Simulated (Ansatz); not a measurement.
## Infrared modes and screening in PbS (zincblende)

Perturbation theory with PBEsol in Ansatz on the PBEsol cell, ground state and force constants on a 6×6×6 mesh. Simulation only: spin-unpolarised, and no claim that this is the phase found in nature.

The symmetry is F-43m (No. 216, cubic); a = 6.546 Å in the conventional setting, 35.06 Å³ an atom. Pb is surrounded by 4 S at 2.83 Å; S is surrounded by 4 Pb at 2.83 Å.

```cif
data_structure
_symmetry_space_group_name_H-M 'F-43m'
_symmetry_Int_Tables_number 216
_cell_length_a 6.5456
_cell_length_b 6.5456
_cell_length_c 6.5456
_cell_angle_alpha 90.000
_cell_angle_beta 90.000
_cell_angle_gamma 90.000
_cell_volume 280.44
loop_
_atom_site_label
_atom_site_type_symbol
_atom_site_symmetry_multiplicity
_atom_site_Wyckoff_symbol
_atom_site_fract_x
_atom_site_fract_y
_atom_site_fract_z
_atom_site_occupancy
Pb1 Pb 4 a 0.00000 0.00000 0.00000 1
S1 S 4 d 0.25000 0.25000 0.75000 1
```

Optical modes without the longitudinal term:
```
ω (cm⁻¹)  degeneracy  IR intensity, summed over the level ((D/Å)²/amu)
     178           3                                             13.63
```

The optical mode at Γ lies at 178 cm⁻¹ without the longitudinal term. With the long-range field the highest mode reaches 224 cm⁻¹.

The clamped-ion dielectric constant comes out as 7.42 in all directions. With the ions relaxed, ε⁰ is 11.8 in all directions. Born charges, averaged over directions: Pb +2.34, S -2.34 e.

With one polar mode in a cubic crystal the Lyddane-Sachs-Teller relation applies: (ω_LO/ω_TO)² = (224.0/177.6)² = 1.591, and ε⁰/ε∞ = 11.803/7.421 = 1.591. The refractive index √ε∞ is 2.72.

For comparison, on the r2SCAN cell the mean ε∞ is 6.51 with r2SCAN (ground state on 6×6×6; least gap 0.95 eV), 6.96 with PBE (ground state on 6×6×6; least gap 0.80 eV).

Spin-orbit coupling is left out; in compounds of Pb, Bi, Tl or Hg it can lower a gap by up to about 1 eV, split its edges or invert the bands.
